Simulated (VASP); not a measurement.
A run of VASP 6.6.1:

INCAR

```
  ALGO = Fast
  EDIFF = 1E-7
  ENCUT = 520
  GGA = PE
  ISIF = 2
  ISMEAR = 0
  LASPH = True
  LCHARG = False
  LREAL = False
  LWAVE = False
  NELM = 60
  PREC = Accurate
  SIGMA = 0.011
```

File KPOINTS:

```
k-points
0
Gamma
  12 12 12
```

The input POSCAR:

```
BN
1.0
    1.2511217832      0.7223354983      3.3729344033
   -1.2511217832      0.7223354983      3.3729344033
    0.0000000000     -1.4446709966      3.3729344033
N B
1 1
Direct
    0.6672382000      0.6672382000      0.6672382000
    0.0003288000      0.0003288000      0.0003288000
```

Potentials or basis: VASP PAW PBE potentials, release 64 (N, B).

Launch:

```bash
$ cat potpaw_PBE.64/N/POTCAR potpaw_PBE.64/B/POTCAR > POTCAR
$ mpirun -np 1 vasp_std > vasp.out
```

Hardware: 1 thread of Intel(R) Xeon(R) Platinum 8488C (Sapphire Rapids), on a shared host.

How long does it take, and how much memory?

It took 36 s on 1 thread of Intel(R) Xeon(R) Platinum 8488C (Sapphire Rapids), with other jobs on the host, peak memory 0.16 GiB. Counts: scf iterations 15, k points 189.
